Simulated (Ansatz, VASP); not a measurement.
**Al3N: VASP beside Ansatz**

```
Al N
1.0
     2.83943    0.00000    0.00000
     0.00000    2.83943    0.00000
     0.00000    0.00000   19.64135
Al N
3 1
Direct
  0.50000 0.50000 0.20365
  0.00000 0.00000 0.30901
  0.50000 0.50000 0.41450
  0.50000 0.66667 0.50249
```

Alike in both runs: functional PBEsol; k mesh 9 × 9 × 1; occupations gaussian, width 0.1 eV; no spin polarisation.

Ansatz relaxed the structure, and its values are those at the end. VASP's run is a single point on that final structure, the one shown.

```csv
,VASP,Ansatz
version,VASP 6.6.1,Ansatz 0.2.0
potentials or method,"VASP PAW PBE potentials, release 64 (Al, N)","scalar-relativistic, plane waves, PAW"
plane-wave cutoff (eV),520,420
valence electrons in the cell,14,14
```

Ansatz gave:

```
gap on the k mesh at the Fermi level (eV)  : none
rms of the force components (eV/Å)         : 0.293
work function, face that differs most (eV) : 8.54
```

Which values does VASP return?

gap on the k mesh at the Fermi level (eV): none; rms of the force components (eV/Å): 0.301; work function, face that differs most (eV): 8.54.

A gap of «none» marks a metal or a gap that the smearing closes.

Caveats: the PAW data sets were made with another functional, which shifts forces and pressure a little (VASP).
